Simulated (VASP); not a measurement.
CdSe (Cadmoselite): single point with PBEsol+D3(BJ)

**Measured values to compare with.**

From a printed reference work, data compilation, for a bulk crystal of CdSe at 2 K: band gap 1.841 eV.

The system is CdSe (Cadmoselite).

```
Cd Se
1.0
     4.25524    0.00000    0.00000
    -2.12762    3.68515    0.00000
     0.00000    0.00000    6.95063
Cd Se
2 2
Direct
  0.66667 0.33333 0.50480
  0.33333 0.66667 0.00480
  0.66667 0.33333 0.88020
  0.33333 0.66667 0.38020
```

```yaml
Program: VASP 6.6.1
Task: single point
Functional: PBEsol
Dispersion: D3(BJ)
Potentials_or_basis: VASP PAW PBE potentials, release 64 (Cd, Se)
Cutoff: 520 eV
k_mesh: 7 × 7 × 4
Occupations: fermi-dirac, width 0.05 eV
Spin: no spin polarisation
```

| Property | Result |
| --- | --- |
| Pressure | 0.4 GPa |
| Band gap on the k mesh | 0.60 eV, direct |
| Dispersion energy per atom | -0.304 eV |

Levels at points of the mesh, in eV from the valence-band top:
```
           k point  band 14  band 15  band 16  band 17  band 18  band 19  band 20  band 21  band 22  band 23
(0.00, 0.00, 0.00)    -0.82    -0.82    -0.06     0.00     0.00     0.60     2.13     5.78     5.78     6.05
(0.00, 0.00, 0.50)    -2.80    -0.43    -0.43    -0.43    -0.43     2.33     2.33     5.79     5.79     6.19
```

Wall time 37 s on 1 thread of AMD EPYC 9R45 (Zen 5) (shared host), peak memory 0.23 GiB.

A measured gap of CdSe is 1.841 eV (2 K; a printed reference work, data compilation); the calculated 0.60 eV misses it by -1.24 eV. So large a miss can be the level of theory's own, or it may mean another phase, state or a wrong row. Spin-orbit coupling on Cd, Se is left out. The value is that of PBEsol+D3(BJ), without temperature or zero-point motion. Semilocal functionals fall short of measured gaps as a rule.

Caveat: the PAW data sets were made with another functional, which shifts forces and pressure a little.
